**Definition and computation**

The band gap is the energy between the highest occupied and the lowest empty level of a solid. Here it is read from bands computed along a path of wave vectors $k$ through the Brillouin zone. The "gap on path" takes the two levels wherever they occur on that path, whereas the "direct gap on path" requires both at the same $k$. If the first is smaller than the second, the material appears to have an indirect gap, and light at the absorption edge should be absorbed only weakly. All six calculations use density functionals with some exact exchange, or Hartree-Fock (HF), for the same cell of zinc-blende ZnS.

VASP 6.6.1, plane-wave hybrid DFT and Hartree-Fock (HF) for zinc-blende ZnS in a fixed cell, with the recommended PBE PAW potentials, a 520 eV cutoff, a 5 × 5 × 5 k mesh and Fermi-Dirac smearing of 0.05 eV, without spin-orbit coupling. The Coulomb interaction in exact exchange is truncated for HF and TPSSh and has the default treatment for B3LYP and PBEsol0.

```tsv
functional	gap on path (eV)	direct gap on path (eV)
B3LYP	3.506	3.659
HF	10.229	10.229
HSE03	3.124	3.124
HSEsol	3.202	3.202
PBEsol0	3.702	3.901
TPSSh	3.041	3.041
```

Two failures of very different size are present. A numerical one lowers the gap by about 0.2 eV and changes its character from direct to indirect. A physical one, in HF, raises the gap by more than 6 eV. The first can be recognised from the calculation alone, the second only by comparison with something outside it.

**An indirect gap that exists only on the path**

Four functionals give a direct gap, while B3LYP and PBEsol0 give an indirect one. For PBEsol0 the gap on the path lies 0.199 eV below the direct gap, about 5 % of its value; for B3LYP the lowering is 0.153 eV. A real change in the band structure is conceivable, since the functionals differ in more than one ingredient. A second reading of the gap from the same runs speaks against it.

Each run first determines its electron density on a regular mesh of $k$ points, and a gap can be read there too. In all six rows the mesh gives a direct gap that agrees with the direct gap on the path to within 0.001 eV. For PBEsol0 the mesh levels place both band edges at the zone centre, $\Gamma$. At the other mesh points the highest valence level lies 0.36 eV below this top, and the lowest conduction level 1.28 eV above this bottom.

A mesh can miss a true band edge that falls between its points, so this comparison is not complete proof by itself. It gains weight from the other four functionals, which were followed along the path as well and show no indirect gap. It also matters which two functionals stand apart. They are the ones that combine unscreened exact exchange with the default treatment of its long range.

**Why the path goes wrong**

Exact exchange lowers an occupied level at $k$ through its interaction with occupied states at all wave vectors $k'$, including $k$ itself. Its critical part has the form

$$
E_x(k)\;\propto\;-a\sum_{k'}\frac{|M(k,k')|^2}{|k-k'|^2},
$$

where $a$ is the fraction of exact exchange and $M$ is the overlap of the lattice-periodic parts of the two states. The denominator vanishes when $k'$ reaches $k$. The integral over all $k'$ is nevertheless finite, and on a mesh point the divergent term can be replaced by a suitable finite value.

Between mesh points this repair no longer fits. No term of the sum coincides with $k$, and the few nearest terms represent a steep function badly. Very close to a mesh point the sum is too large, and the occupied level is pushed too low. Farther away the sum can be too small, and the level is left too high.

Empty levels are much less affected, because $M$ between an empty and an occupied state vanishes as $k'$ approaches $k$. The error therefore falls mainly on the valence band. If it lifts an occupied level somewhere off $\Gamma$ above the true valence top, the path shows an indirect gap. This is the likely course of events here, but the levels along the path are not available to show where the false edge lies.

The same argument explains why the direct gap survives. The zone centre $\Gamma$ is a point of the mesh as well as of the path. The true band edges thus sit exactly where the exchange sum is handled properly. Away from $\Gamma$ the true distance between the two bands at equal $k$ grows, evidently by more than the false lift, so no smaller direct gap appears. In a material with a band edge away from the mesh points, the direct gap on the path would not have this protection.

**One estimate and two controls**

If the fault comes from the exchange sum, it should grow with the fraction $a$. The cell, the mesh and the path are the same for both functionals, so the geometric part of the error should be nearly the same too. Let $\Delta$ be the direct gap minus the gap on the path. With 20 % exact exchange in B3LYP and 25 % in PBEsol0,

$$
\Delta_{\mathrm{B3LYP}}\approx\frac{0.20}{0.25}\times 0.199\ \mathrm{eV}=0.159\ \mathrm{eV}.
$$

The computed lowering is 0.153 eV. The estimate has no adjustable constant, but it uses the PBEsol0 row as its input, so B3LYP is its only test. It ignores the natural fall of the valence band between $\Gamma$ and the false edge, which does not scale with $a$ and should lower the estimate somewhat. One pair of rows supports the proposed cause but cannot establish it.

HF is the more telling control. It contains four times as much exact exchange as PBEsol0, yet its two gaps on the path are equal. In this run the Coulomb interaction was truncated at long distance, which removes the divergence at its source. The cut-off distance grows as the mesh is refined, so this is a numerical device and not a physical screening. TPSSh was treated in the same way and is equally free of the fault.

HSE03 and HSEsol avoid the problem by another route, because these functionals screen the long-range part of exact exchange by construction. The size of $a$ thus sets the scale of the error, but only where the long range is neither truncated nor screened. The cleanest test would be PBEsol0 repeated with a truncated interaction, and that calculation is not available here.

**What the false gap does to a comparison**

The damage is not confined to the label "indirect". PBEsol0 and HSEsol contain the same fraction of exact exchange and the same type of semilocal functional, so their difference mainly measures the effect of screening. The direct gaps put it at 0.70 eV, the gaps on the path at only 0.50 eV. More than a quarter of the effect is lost by choosing the wrong column. Even the larger value belongs to a single mesh, and unscreened exchange converges slowly as the mesh is refined.

The direct gaps also show how the functionals should be ordered. Among the unscreened ones the gap rises with the fraction of exact exchange, from TPSSh through B3LYP and PBEsol0 to HF, although their semilocal parts differ as well. Exact exchange binds occupied levels more strongly than the semilocal exchange it replaces, and empty levels less strongly, so the two move apart. Screening removes part of this effect, which helps to explain why HSE03 and HSEsol lie below B3LYP despite their larger fraction at short range.

The size of the measured gap would not have exposed the numerical fault in PBEsol0, although its character would, since zinc-blende ZnS is known to have a direct gap. The measured gap of ZnS is roughly 3.7 eV, a recalled value. The faulty PBEsol0 gap on the path, 3.70 eV, matches it better than the sound direct gap of 3.90 eV. This match is an accident. The measured value belongs to a vibrating crystal near room temperature, whereas the calculation holds the atoms still, and vibrations are expected to lower the gap by one or two tenths of an electronvolt. The sound gap may therefore be better than it looks.

**A clean calculation with a wrong answer**

HF passes every internal test described above. Its gap is the same on the path and on the mesh, and it is direct. Yet at 10.2 eV it is nearly three times the rough measured value. Such agreement shows that path and mesh are consistent with each other. It does not show that the mesh is fine enough, nor that the equations describe the material well.

The cause is the missing correlation. When an electron is added to a real crystal or removed from it, the other electrons rearrange and screen the new charge, which lowers the energy needed. HF leaves this response out and applies exchange at full strength over all distances. In a solid such as ZnS, with an electronic dielectric constant of roughly 5, long-range exchange should act at only about one fifth of that strength. This is close to the fractions used in B3LYP and PBEsol0, and it explains why a modest admixture works so much better than the full amount.

The fixed cell is not the reason for the excess. HF puts this cell under a pressure of about 8 GPa, so the crystal would expand if allowed to. Its gap is then expected to shrink, but by far less than 6 eV. Spin-orbit coupling and lattice vibrations are also absent, but they are expected to change such a gap by a few tenths of an electronvolt at most. The potentials were made for PBE rather than for HF, and the effect of this was not tested. Even so, an excess of more than 6 eV points to the approximation itself as the main source of error.

The differences and the estimate used here are listed in the output below. For practical work, a band gap from a path should be compared with the gap on the self-consistent mesh of the same run before it is compared with experiment. If an unscreened hybrid gives a smaller gap on the path, the calculation should be repeated with a truncated Coulomb interaction before the material is called indirect.

Numerical output:

```
Path against mesh in eV:
      row  direct_minus_path_gap  direct_gap_on_mesh  exact_exchange_fraction
    B3LYP                  0.153               3.659                      0.2
       HF                      0               10.23                        1
    HSE03                      0               3.124                     0.25
   HSEsol                      0               3.202                     0.25
  PBEsol0                  0.199               3.901                     0.25
    TPSSh                      0               3.041                      0.1
Number of rows with a false indirect gap: 2
Largest difference between direct gap on path and on mesh in eV: 0.0007
False lowering in B3LYP in eV: 0.153
False lowering in PBEsol0 in eV: 0.199
False lowering in PBEsol0 in percent of its direct gap: 5.101
B3LYP lowering estimated from PBEsol0 by exchange fraction in eV: 0.1592
PBEsol0 valence top at zone centre above highest valence level at other mesh points in eV: 0.3582
PBEsol0 lowest conduction level at other mesh points above that at zone centre in eV: 1.284
PBEsol0 minus HSEsol from direct gaps in eV: 0.699
PBEsol0 minus HSEsol from path gaps in eV: 0.5
Share of this difference lost by using path gaps in percent: 28.47
HF gap divided by rough recalled measured gap: 2.765
HF gap divided by PBEsol0 direct gap: 2.622
```
